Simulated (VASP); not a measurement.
Write the native input for VASP 6.6.1 that does the following.

| Property | Result |
| --- | --- |
| Task | relaxation of cell and atoms |
| Functional | PBE |
| Potentials or basis | VASP PAW PBE potentials, release 64 (Cd, Se) |
| Cutoff | 600 eV |
| k mesh | 9 × 9 × 4 |
| Occupations | gaussian, width 0.03 eV |
| Spin | no spin polarisation |
| Further INCAR settings | ALGO = Normal; EDIFF = 1e-07; IBRION = 2; EDIFFG = -0.005; NSW = 90; ISIF = 3 |

The structure of CdSe (Cadmoselite) lies in POSCAR:

```
CdSe                                    
1.0
    4.3894517690      0.0000000000      0.0000000000
   -2.1947258845      3.8013767407     -0.0000000000
   -0.0000000000      0.0000000000      7.1665861602
  Cd              Se            
     2     2
Direct
     0.3333333332999970    0.6666666667000030    0.0045314412270032
     0.6666666667000030    0.3333333332999970    0.5045314412270032
     0.3333333332999970    0.6666666667000030    0.3804685587729948
     0.6666666667000030    0.3333333332999970    0.8804685587729948
```

These files were run (other wordings do the same):

INCAR

```
  PREC = Accurate
  ENCUT = 600
  EDIFF = 1E-7
  ISMEAR = 0
  SIGMA = 0.03
  LREAL = F
  LASPH = T
  NELM = 80
  ALGO = Normal
  ISIF = 3
  LWAVE = F
  LCHARG = F
  GGA = PE
  IBRION = 2
  NSW = 90
  EDIFFG = -0.005
  KPAR = 2
```

KPOINTS

```
regular mesh
0
Gamma
  9 9 4
```

Potentials or basis: VASP PAW PBE potentials, release 64 (Cd, Se).

The run is started by

```sh
$ cat potpaw_PBE.64/Cd/POTCAR potpaw_PBE.64/Se/POTCAR > POTCAR
$ mpirun -np 2 vasp_std > vasp.out
```

It gave:

The energy gained by relaxing is 0.0 meV/atom. The ionic steps are 2, the pressure after relaxing is 0.0 GPa and the band gap on the k mesh is 0.53 eV, direct.

It took 82 s on 2 MPI ranks on Intel(R) Xeon(R) Platinum 8559C (Emerald Rapids), on a shared host, peak memory 0.33 GiB a rank.
